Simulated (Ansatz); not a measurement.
The system is MgO.

```
Mg O
1.0
     0.00000    2.09700    2.09700
     2.09700    0.00000    2.09700
     2.09700    2.09700    0.00000
Mg O
1 1
Direct
  0.00000 0.00000 0.00000
  0.50000 0.50000 0.50000
```

The cell is a database's computed one.

* Program: Ansatz 0.2.0
* Task: relaxation of cell and atoms
* Functional: BLYP
* Potentials or basis: all-electron LAPW, scalar-relativistic
* Basis error allowed: 0.001 eV/atom
* k mesh: 11 × 11 × 11
* Occupations: fermi-dirac, width 0.05 eV
* Spin: no spin polarisation

At the start: volume 9.22 Å³/atom.

Task: How do energy, volume and symmetry change on relaxing?

Result: Over 5 steps the energy falls by 15.5 meV/atom and the volume is 9.77 Å³/atom (+6.0 %); space group Fm-3m (No. 225, to 0.05 Å).

Step by step:
```
step  energy change (eV)  largest force (eV/Å)  volume (Å³)
   1              0.0000                0.0000        18.44
   2             -0.0205                0.0000        18.89
   3             -0.0310                0.0000        19.49
   4             -0.0311                0.0000        19.54
   5             -0.0311                0.0000        19.54
```

Final structure:
```cif
data_structure
_symmetry_space_group_name_H-M 'P 1'
_symmetry_Int_Tables_number 1
_cell_length_a 3.0234
_cell_length_b 3.0234
_cell_length_c 3.0234
_cell_angle_alpha 60.000
_cell_angle_beta 60.000
_cell_angle_gamma 60.000
_cell_volume 19.54
loop_
_atom_site_label
_atom_site_type_symbol
_atom_site_fract_x
_atom_site_fract_y
_atom_site_fract_z
_atom_site_occupancy
Mg1 Mg 0.00000 0.00000 0.00000 1
O1 O 0.50000 0.50000 0.50000 1
```
